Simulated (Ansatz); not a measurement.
Start from InN in the wurtzite structure (space group P6_3mc, No. 186; a = 3.547 Å, c = 5.723 Å). Axes: x lies along a and z along c of the hexagonal cell.

Level of theory: r2SCAN, PAW, 500 eV (Ansatz, a program for electronic structure; no SOC).

Base values:

```
Property                        Result
-----------------------------  -------
Shortest interatomic distance  2.161 Å
```

Now apply this change: tensile biaxial strain of 2.20 % in the plane normal to [001], as in epitaxy on a mismatched substrate; the out-of-plane cell vector and the atoms relax.

Estimate the effect on the shortest interatomic distance.

The shortest interatomic distance rises by 0.019 Å, from 2.161 Å to 2.180 Å.

No phonon test of stability was made. The final runs are not spin-polarised.
